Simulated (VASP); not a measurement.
# CdTe (F-43m) in VASP: settings compared, part 2 of 2

VASP 6.6.1. Earlier steps stand in the parts before.

### Step 4. Band structure, TB-mBJ, spin-orbit coupling, no magnetisation

Contents of POSCAR:

```
CdTe
1.0
    0.0000000000      3.2050000000      3.2050000000
    3.2050000000      0.0000000000      3.2050000000
    3.2050000000      3.2050000000      0.0000000000
Te Cd
1 1
Direct
    0.7500000000      0.7500000000      0.7500000000
    0.0000000000      0.0000000000      0.0000000000
```

Contents of INCAR.step1:

```
PREC = Accurate
ENCUT = 520
EDIFF = 1E-5
ISMEAR = 0
SIGMA = 0.02
LREAL = F
LASPH = T
NELM = 60
ALGO = Normal
ISIF = 2
LWAVE = T
LCHARG = F
LNONCOLLINEAR = T
MAGMOM = 0 0 0 0 0 0
LORBIT = 11
LSORBIT = T
GGA_COMPAT = F
GGA = PE
KPAR = 2
```

Contents of INCAR.step2:

```
PREC = Accurate
ENCUT = 520
EDIFF = 1E-6
ISMEAR = 0
SIGMA = 0.02
LREAL = F
LASPH = T
NELM = 60
ALGO = Normal
ISIF = 2
LWAVE = F
LCHARG = F
LNONCOLLINEAR = T
MAGMOM = 0 0 0 0 0 0
LORBIT = 11
LSORBIT = T
GGA_COMPAT = F
METAGGA = MBJ
ISTART = 1
KPAR = 2
```

Contents of KPOINTS:

```
Automatic mesh
0
Gamma
  6 6 6
```

Contents of KPOINTS_OPT:

```
path GXWKGLUWLK,UX
15
line-mode
reciprocal
 0.0000000000  0.0000000000  0.0000000000  G
 0.5000000000  0.0000000000  0.5000000000  X

 0.5000000000  0.0000000000  0.5000000000  X
 0.5000000000  0.2500000000  0.7500000000  W

 0.5000000000  0.2500000000  0.7500000000  W
 0.3750000000  0.3750000000  0.7500000000  K

 0.3750000000  0.3750000000  0.7500000000  K
 0.0000000000  0.0000000000  0.0000000000  G

 0.0000000000  0.0000000000  0.0000000000  G
 0.5000000000  0.5000000000  0.5000000000  L

 0.5000000000  0.5000000000  0.5000000000  L
 0.6250000000  0.2500000000  0.6250000000  U

 0.6250000000  0.2500000000  0.6250000000  U
 0.5000000000  0.2500000000  0.7500000000  W

 0.5000000000  0.2500000000  0.7500000000  W
 0.5000000000  0.5000000000  0.5000000000  L

 0.5000000000  0.5000000000  0.5000000000  L
 0.3750000000  0.3750000000  0.7500000000  K

 0.6250000000  0.2500000000  0.6250000000  U
 0.5000000000  0.0000000000  0.5000000000  X
```

On the command line:

```bash
> cat potpaw_PBE.64/Te/POTCAR potpaw_PBE.64/Cd/POTCAR > POTCAR
> cp INCAR.step1 INCAR
> mpirun -np 2 vasp_ncl > vasp.out
> cp INCAR.step2 INCAR
> mpirun -np 2 vasp_ncl > vasp.out
```

It took 3.1 min on 2 MPI ranks of Intel Xeon 6975P-C (Granite Rapids), shared host; peak memory 0.46 GiB.

Results (log left out):

- Valence electrons inside the program's atomic spheres: Te 3.56; Cd 10.24

Caveat: the PAW data sets were made with another functional, which shifts forces and pressure a little.

### Step 5. G0W0 quasiparticle levels, PBE

POSCAR is that of step 4.

Contents of INCAR.step1:

```
PREC = Accurate
ENCUT = 450
EDIFF = 1E-8
ISMEAR = 0
SIGMA = 0.01
LREAL = False
LASPH = True
NELM = 60
ALGO = Fast
LWAVE = True
LCHARG = False
GGA = PE
```

Contents of INCAR.step2:

```
PREC = Accurate
ENCUT = 450
EDIFF = 1E-8
ISMEAR = 0
SIGMA = 0.01
LREAL = False
LASPH = True
NELM = 1
ALGO = Exact
LWAVE = True
LCHARG = False
GGA = PE
NBANDS = 169
LOPTICS = True
ISTART = 1
```

Contents of INCAR.step3:

```
PREC = Accurate
ENCUT = 450
EDIFF = 1E-8
ISMEAR = 0
SIGMA = 0.01
LREAL = False
LASPH = True
ALGO = EVGW0
LWAVE = False
LCHARG = False
GGA = PE
NELMGW = 1
NBANDS = 169
ENCUTGW = 150
NOMEGA = 64
PRECFOCK = Fast
ISTART = 1
NBANDSGW = 17
```

Contents of KPOINTS:

```
regular mesh
0
Gamma
  4 4 4
```

Potentials or basis: VASP PAW PBE potentials, release 64 (Te_GW, Cd_GW).

On the command line:

```bash
> cat potpaw_PBE.64/Te_GW/POTCAR potpaw_PBE.64/Cd_GW/POTCAR > POTCAR
> cp INCAR.step1 INCAR
> mpirun -np 1 vasp_std > vasp.out
> cp INCAR.step2 INCAR
> mpirun -np 1 vasp_std > vasp.out
> cp INCAR.step3 INCAR
> mpirun -np 1 vasp_std > vasp.out
```

OUTCAR:

```text
PREC = Accurate
   ENCUT = 450
   EDIFF = 1E-8
   ISMEAR = 0
   LREAL = False
   LASPH = True
   GGA = PE
   NELMGW = 1
   ENCUTGW = 150
   PRECFOCK = Fast
   ISTART = 1

 ion  position               nearest neighbor table
   1  0.750  0.750  0.750-   2 2.78   2 2.78   2 2.78   2 2.78
   2  0.000  0.000  0.000-   1 2.78   1 2.78   1 2.78   1 2.78

  LATTYP: Found a face centered cubic cell.
 ALAT       =     6.4100000000

  Lattice vectors:

 A1 = (   0.0000000000,   3.2050000000,   3.2050000000)
[... 152 lines left out ...]
   ENCUTGW             = 150.0    cutoff for response function in eV
   ENCUTGWSOFT         = 120.0    soft cutoff for Coulomb kernel in GW response function in eV
   ENCUTLF             =  -1.0    cutoff for local field effects
   NELMGW              =     1    number of iterations in solving QP/BSE equation
   NELMHF              =     1    number of iterations in the inner HF iteration
   NKREDLFX            =     1    NKREDLFY  =   1   NKREDLFZ  =   1
 non-spin polarized calculation
 Gauss-broadening in eV      SIGMA  =   0.01
  energy-cutoff  :      450.00
  volume of cell :       65.84
 maximum number of plane-waves:      1458
  NGX = 18; NGY = 18; NGZ = 18
   NGX = 15   NGY = 15   NGZ = 15
 maximum number of plane-waves:       290

 QP shifts <psi_nk| G(iteration)W_0 |psi_nk>: iteration 1
 for sc-GW calculations column KS-energies equals QP-energies in previous step
 and V_xc(KS)=  KS-energies - (<T + V_ion + V_H > + <T+V_H+V_ion>^1  + <V_x>^1)

 k-point   1 :       0.0000    0.0000    0.0000
  band No.  KS-energies  QP-energies   sigma(KS)   V_xc(KS)     V^pw_x(r,r')   Z            occupation Imag(sigma)

      1      -7.6800      -8.0464     -11.5292     -10.9317     -17.3192       0.6133       2.0000       0.8362
      2      -4.7574      -6.3748     -17.6098     -15.2305     -22.9465       0.6798       2.0000       0.3081
      3      -4.7574      -6.3748     -17.6098     -15.2305     -22.9465       0.6798       2.0000       0.3081
      4      -4.7574      -6.3748     -17.6098     -15.2305     -22.9465       0.6798       2.0000       0.3081
      5      -4.4741      -6.1655     -17.9569     -15.4979     -23.2127       0.6879       2.0000       0.2712
      6      -4.4741      -6.1655     -17.9569     -15.4979     -23.2127       0.6879       2.0000       0.2712
[... 143 lines left out ...]
      3      -4.6192      -6.2613     -17.7338     -15.3371     -23.0424       0.6852       2.0000       0.3009
      4      -4.5062      -6.1887     -17.9228     -15.4732     -23.1983       0.6869       2.0000       0.2799
      5      -4.4748      -6.1523     -17.9217     -15.4746     -23.1857       0.6855       2.0000       0.2732
      6      -3.8425      -5.2719     -17.1546     -15.0864     -22.2402       0.6911       2.0000       0.3326
[... 9 lines left out ...]
     16      15.0969      15.2779      -9.6709      -9.9168      -4.1505       0.7363       0.0000      -0.4564
     17      15.3764      15.5885      -8.9488      -9.2419      -3.4224       0.7234       0.0000      -0.4124
```

OUTCAR.step1:

```text
PREC = Accurate
   ENCUT = 450
   EDIFF = 1E-8
   ISMEAR = 0
   LREAL = False
[... 332 lines left out ...]
      4.80750      4.80750      4.80750         0.000000      0.000000      0.000000
      0.00000      0.00000      0.00000        -0.000000     -0.000000     -0.000000
 -----------------------------------------------------------------------------------
    total drift:                               -0.000000     -0.000000     -0.000000

  FREE ENERGIE OF THE ION-ELECTRON SYSTEM (eV)
  ---------------------------------------------------
  free  energy   TOTEN  =        -4.6921030882 eV

  energy  without entropy=       -4.6921030882  energy(sigma->0) =       -4.69210309
```

OUTCAR.step2:

```text
PREC = Accurate
   ENCUT = 450
   EDIFF = 1E-8
   ISMEAR = 0
   LREAL = False
[... 729 lines left out ...]
     0.00000    21.66577    21.66577    21.66577     0.00000     0.00000    -0.00000
     1.31057     3.93411     3.93411     3.93411     0.00000     0.00000    -0.00000
     2.62115   -11.96656   -11.96656   -11.96656     0.00000    -0.00000    -0.00000
     3.93172    22.42601    22.42601    22.42601     0.00000     0.00000    -0.00000
     5.24230    -2.53455    -2.53455    -2.53455    -0.00000    -0.00000     0.00000
     6.55287     0.61588     0.61588     0.61588     0.00000    -0.00000    -0.00000
[... 92 lines left out ...]
   128.43635     0.96703     0.96703     0.96703    -0.00000    -0.00000     0.00000
   129.74692     0.96778     0.96778     0.96778    -0.00000    -0.00000     0.00000
```

Run time: 4.7 min. Hardware: 1 thread of AMD EPYC 9R45 (Zen 5), shared host; peak memory 0.62 GiB.

What came out:

```yaml
Band_gap_on_the_k_mesh_mean-field_level: 0.86 eV, direct
Quasiparticle_gap: 1.62 eV
Least_direct_quasiparticle_gap: 1.62 eV
```

Levels at points of the mesh, in eV from the valence-band top:
```csv
k point,band 5,band 6,band 7,band 8,band 9,band 10,band 11,band 12,band 13
"(0.00, 0.00, 0.00)",-8.16,-8.16,0.00,0.00,0.00,0.86,4.57,4.57,4.57
"(0.50, 0.00, 0.00)",-8.15,-7.77,-4.63,-0.83,-0.83,1.84,5.17,5.17,7.07
"(0.50, 0.50, 0.00)",-8.12,-7.62,-4.48,-1.98,-1.98,2.52,2.65,9.00,9.30
```

Caveat: the k mesh is coarse (spacing up to 0.42 Å⁻¹), so the values aren't converged; bands, screening cutoff and mesh are small and nothing is extrapolated, so the quasiparticle values aren't converged; spin-orbit coupling is left out, which moves the levels of the heavy elements.

### Step 6. Born charges and dielectric tensor, PBEsol

Contents of INCAR:

```
PREC = Accurate
ENCUT = 520
EDIFF = 1E-8
ISMEAR = 0
SIGMA = 0.02
LREAL = F
LASPH = T
NELM = 60
ALGO = Normal
ISIF = 2
LWAVE = F
LCHARG = F
GGA = PS
LEPSILON = T
IBRION = 8
```

Contents of KPOINTS:

```
Automatic mesh
0
Gamma
  7 7 7
```

POSCAR is that of step 5.

Potentials or basis: VASP PAW PBE potentials, release 64 (Te, Cd).

On the command line:

```bash
> cat potpaw_PBE.64/Te/POTCAR potpaw_PBE.64/Cd/POTCAR > POTCAR
> mpirun -np 1 vasp_std > vasp.out
```

OUTCAR:

```text
PREC = Accurate
   ENCUT = 520
   EDIFF = 1E-8
   ISMEAR = 0
   LREAL = F
   LASPH = T
   NELM = 60
   ISIF = 2
   GGA = PS
   LEPSILON = T
   IBRION = 8

 ion  position               nearest neighbor table
   1  0.750  0.750  0.750-   2 2.78   2 2.78   2 2.78   2 2.78
   2  0.000  0.000  0.000-   1 2.78   1 2.78   1 2.78   1 2.78

  LATTYP: Found a face centered cubic cell.
[... 644 lines left out ...]
      4.807500  4.807500  4.807500     0.000000    0.000000   -0.685114
      0.000000  0.000000  0.000000     0.000000    0.000000    0.728436
[... 21 lines left out ...]
   6 f/i=    0.004669 THz     0.029336 2PiTHz    0.155738 cm-1     0.019309 meV
             X         Y         Z           dx          dy          dz
      4.807500  4.807500  4.807500     0.440186    0.048520    0.578361
      0.000000  0.000000  0.000000     0.414007    0.045634    0.543964

--------------------------------------------------------------------------------------------------------

 MACROSCOPIC STATIC DIELECTRIC TENSOR IONIC CONTRIBUTION
 ------------------------------------------------------
           2.767453     0.000000    -0.000000
           0.000000     2.767453     0.000000
          -0.000000     0.000000     2.767453
 ------------------------------------------------------

 ELASTIC MODULI CONTR FROM IONIC RELAXATION (kBar)
 Direction    XX          YY          ZZ          XY          YZ          ZX
 --------------------------------------------------------------------------------
 XX           0.0000      0.0000      0.0000      0.0000      0.0000      0.0000
 YY           0.0000      0.0000      0.0000      0.0000      0.0000      0.0000
 ZZ           0.0000      0.0000      0.0000      0.0000      0.0000      0.0000
 XY           0.0000      0.0000      0.0000   -239.1189      0.0000      0.0000
 YZ           0.0000      0.0000      0.0000      0.0000   -239.1189      0.0000
 ZX           0.0000      0.0000      0.0000      0.0000      0.0000   -239.1189
 --------------------------------------------------------------------------------

 PIEZOELECTRIC TENSOR IONIC CONTR  for field in x, y, z        (C/m^2)
          XX          YY          ZZ          XY          YZ          ZX
  --------------------------------------------------------------------------------
  x     0.00000     0.00000     0.00000     0.00000    -0.76545     0.00000
  y     0.00000     0.00000     0.00000     0.00000     0.00000    -0.76545
  z     0.00000     0.00000     0.00000    -0.76545     0.00000    -0.00000
```

stdout:

```text
POSCAR found type information on POSCAR TeCd
 POSCAR found :  2 types and       2 ions
 scaLAPACK will be used
 -----------------------------------------------------------------------------
|                                                                             |
|                                                                             |
|     You enforced a specific xc type in the INCAR file but a different       |
[... 39 lines left out ...]
 force on displaced ion       1 direction 1 :  -5.082  -0.000  -0.000
 Born effective charge ion    1 direction 1 :  -2.336   0.000   0.000
 Linear response progress:
 first order change of Fermi-energy  -0.27569E+00
 force on displaced ion       2 direction 1 :  -5.061   0.000   0.000
 Born effective charge ion    2 direction 1 :   2.181   0.000   0.000
 Born effective charges drift removed
 Linear response finished
```

Run time: 5.1 min. Hardware: 1 thread of AMD EPYC 9R45 (Zen 5), shared host; peak memory 0.31 GiB.

Results:

```yaml
Band_gap_on_the_k_mesh: 0.76 eV, direct
Electronic_dielectric_tensor_diagonal: 12.09
Born_charges_mean_of_the_diagonal: Te -2.26; Cd +2.26 e
Highest_phonon_frequency_at_Γ_LO-TO_splitting_left_out: 152 cm⁻¹
```

Phonon frequencies in cm⁻¹ (negative: imaginary):
| q point | frequencies |
| --- | --- |
| (0.000, 0.000, 0.000) | 0 0 0 152 152 152 |

Electronic dielectric tensor:
```
12.09  0.00  0.00
 0.00 12.09  0.00
 0.00  0.00 12.09
```

Born effective charge tensors (e):
atom 1, Te
```
-2.26  0.00  0.00
 0.00 -2.26  0.00
 0.00  0.00 -2.26
```
atom 2, Cd
```
2.26 0.00 0.00
0.00 2.26 0.00
0.00 0.00 2.26
```

Caveat: the PAW data sets were made with another functional, which shifts forces and pressure a little; spin-orbit coupling is left out, which moves the levels of the heavy elements.

### Step 7. The reference run

An earlier run on the cell as given: functional PBEsol; potentials or basis VASP PAW PBE potentials, release 64 (Te, Cd); cutoff 520 eV; k mesh 7 × 7 × 7; occupations fermi-dirac, width 0.05 eV; no spin polarisation.

- Pressure: 1.9 GPa
- Band gap on the k mesh: 0.76 eV, direct

### Step 8. Overview

```csv
task,level,potentials or basis,spin,k mesh,cutoff (eV),smearing,ladder,cutoff of the response function,frequency points,empty bands,GW scheme,mesh quality,gap on the mesh (eV),pressure (GPa)
band structure,LDA,"VASP PAW LDA potentials, release 64 (Te, Cd)","SOC, no magnetisation",6 × 6 × 6,520,gaussian 0.02 eV,gaps,-,-,-,-,not flagged,-,0.3
band structure,r2SCAN,"VASP PAW PBE potentials, release 64 (Te, Cd)","SOC, no magnetisation",6 × 6 × 6,520,gaussian 0.02 eV,gaps,-,-,-,-,not flagged,-,3.4
band structure,TB-mBJ,"VASP PAW PBE potentials, release 64 (Te, Cd)","SOC, no magnetisation",6 × 6 × 6,520,gaussian 0.02 eV,gaps,-,-,-,-,not flagged,-,-
G0W0 quasiparticle levels,PBE,"VASP PAW PBE potentials, release 64 (Te_GW, Cd_GW)",off,4 × 4 × 4,450,gaussian 0.01 eV,-,150,64,160,G0W0,coarse,-,-
Born charges and dielectric tensor,PBEsol,"VASP PAW PBE potentials, release 64 (Te, Cd)",off,7 × 7 × 7,520,gaussian 0.02 eV,-,-,-,-,-,not flagged,0.76,-
single point,PBEsol,"VASP PAW PBE potentials, release 64 (Te, Cd)",off,7 × 7 × 7,520,fermi-dirac 0.05 eV,free,-,-,-,-,not flagged,0.76,1.9
```

Alike in all rows: cell as given.

Caveats: some runs use coarse meshes; the PAW data sets were made with another functional, which shifts forces and pressure a little (some runs); spin-orbit coupling is left out, which moves the levels of the heavy elements (some runs); bands, screening cutoff and mesh are small and nothing is extrapolated, so the quasiparticle values aren't converged (some runs).

Total energies depend on the potentials used, so only differences within one code and one set of settings carry meaning.

### Step 9. Against experiment

Step 6. Measured gap of CdTe: 1.607 eV (0 K; a printed reference work, data compilation). This calculation gives 0.76 eV (-0.85 eV). Spin-orbit coupling on Cd, Te is left out. The value is that of PBEsol, without temperature or zero-point motion. Semilocal functionals fall short of measured gaps as a rule.
